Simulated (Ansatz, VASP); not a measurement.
# MgO in VASP and in Ansatz

Contents of INCAR:

```
ALGO = Normal
EDIFF = 1E-7
ENCUT = 520
GGA = PS
ISIF = 2
ISMEAR = 0
LASPH = T
LCHARG = F
LREAL = F
LWAVE = F
NBANDS = 11
NELM = 60
PREC = Accurate
SIGMA = 0.05
```

The input KPOINTS:

```
k-points
0
Gamma
  10 10 10
```

POSCAR

```
MgO
1.0
    0.0000000000      2.1351500000      2.1351500000
    2.0390682500      0.0000000000      2.1351500000
    2.0390682500      2.1351500000      0.0000000000
Mg O
1 1
Direct
    0.0000000000      0.0000000000      0.0000000000
    0.5000000000      0.5000000000      0.5000000000
```

Input for Ansatz:

```yaml
crystal:
  lattice:
    - [0.0, 2.13515, 2.13515]
    - [2.03906825, 0.0, 2.13515]
    - [2.03906825, 2.13515, 0.0]
  atoms:
    - { symbol: Mg, position: [0.0, 0.0, 0.0] }
    - { symbol: O, position: [0.5, 0.5, 0.5] }
basis:
  ecutwfc: 420
kpoints:
  mp_grid: { grid: [10, 10, 10] }
hamiltonian:
  xc: pbesol
scf:
  occupations: { method: gaussian, width: 0.05 }
output:
  forces: true
  stress: true
  eigenvalues: true
```

Change from the starting cell: strain -0.0450 x Voigt [1, 0, 0, 0, 0, 0], atoms carried along.

Alike in both runs: task single point; functional PBEsol; k mesh 10 × 10 × 10; occupations gaussian, width 0.05 eV; no spin polarisation.

```csv
,VASP,Ansatz
version,VASP 6.6.1,Ansatz 0.2.0
potentials or method,"VASP PAW PBE potentials, release 64 (Mg, O)","scalar-relativistic, plane waves, PAW"
plane-wave cutoff (eV),520,420
valence electrons in the cell,8,16
```

```tsv
	VASP	Ansatz	Ansatz less VASP
gap on the k mesh at the Fermi level (eV)	4.63	4.63	-0.001
least direct gap on the mesh (eV)	4.63	4.63	-0.001
pressure (GPa)	1.3	1.7	+0.48
largest component of the traceless stress (GPa)	7.12	7.06	-0.051
```

The two sets of potentials don't hold the same shells in valence.

Caveats: the PAW data sets were made with another functional, which shifts forces and pressure a little (VASP).
